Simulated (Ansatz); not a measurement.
Runs of Ansatz 0.2.0 on WC. It takes space group Fm-3m (No. 225, cubic). The conventional cell has a = 4.385 Å, b = 4.385 Å, c = 4.385 Å, α = 90.00°, β = 90.00°, γ = 90.00°. Around W (site symmetry m-3m) lie 6 C at 2.19 Å. Around C (site symmetry m-3m) lie 6 W at 2.19 Å. Measurements of this composition are mostly on another form, of space group No. 187.

| task | level | k mesh | smearing | atoms under strain | points for each segment of the path | gap on the mesh (eV) | pressure (GPa) |
| --- | --- | --- | --- | --- | --- | --- | --- |
| phonons | PBEsol | 7 × 7 × 7 | fermi-dirac 0.05 eV | - | - | none | - |
| elastic constants | PBE | 7 × 7 × 7 | fermi-dirac 0.05 eV | relaxed | - | none | -1.6 |
| single point | PBE | 10 × 10 × 10 | gaussian 0.011 eV | - | - | none | -1.5 |
| band structure | PBE | 10 × 10 × 10 | fermi-dirac 0.05 eV | - | 14 | none | -1.5 |
| band structure | LDA | 10 × 10 × 10 | fermi-dirac 0.05 eV | - | 14 | none | (a) |

Alike in all rows: potentials or basis Ansatz PAW; no spin polarisation; cell as given; cutoff (eV) 420.

Task: Estimate the missing entries.

Result: (a) -16.1.

Caveats: the PAW data sets come from PBE, with cores solved anew for the run's functional, which leaves a small shift of forces and pressure (some runs); spin-orbit coupling is left out, which moves the levels of the heavy elements (some runs); elastic constants of metals need much finer meshes, so these are rough (some runs); so large a pressure means that the cell lies far from this level's equilibrium, or that cutoff or potentials fall short (some runs).

A k mesh can miss the band edges, and the runs leave out spin-orbit coupling on W.

A gap of «none» marks a metal or a gap under the smearing width.
